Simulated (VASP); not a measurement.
Ba:

```
Ba
1.0
     0.00000    3.23267    3.23267
     3.23267    0.00000    3.23267
     3.23267    3.23267    0.00000
Ba
1
Direct
  0.00000 0.00000 0.00000
```

This isn't the form of Ba at room conditions, which is bcc.

* Program: VASP 6.6.1
* Task: relaxation of cell and atoms
* Functional: PBE
* Potentials or basis: VASP PAW PBE potentials, release 64 (Ba_sv)
* Cutoff: 600 eV
* k mesh: 12 × 12 × 12
* Occupations: gaussian, width 0.1 eV
* Spin: no spin polarisation

At the start: pressure -0.4 GPa; volume 67.56 Å³/atom.

Q: Where does the relaxation end?

A: Over 5 steps the energy falls by 4.0 meV/atom and the volume is 64.50 Å³/atom (-4.5 %); space group Fm-3m (No. 225, to 0.05 Å).

The path:
| step | energy change (eV) | largest force (eV/Å) | pressure (GPa) | volume (Å³) |
| --- | --- | --- | --- | --- |
| 1 | 0.0000 | 0.0000 | -0.39 | 67.56 |
| 2 | -0.0029 | 0.0000 | -0.21 | 65.98 |
| 3 | -0.0040 | 0.0000 | 0.09 | 64.19 |
| 4 | -0.0040 | 0.0000 | -0.06 | 64.71 |
| 5 | -0.0040 | 0.0000 | 0.00 | 64.50 |

Final structure:
```
CELL_PARAMETERS angstrom
0.00000 3.18307 3.18307
3.18307 0.00000 3.18307
3.18307 3.18307 0.00000
ATOMIC_POSITIONS crystal
Ba 0.00000 0.00000 0.00000
```
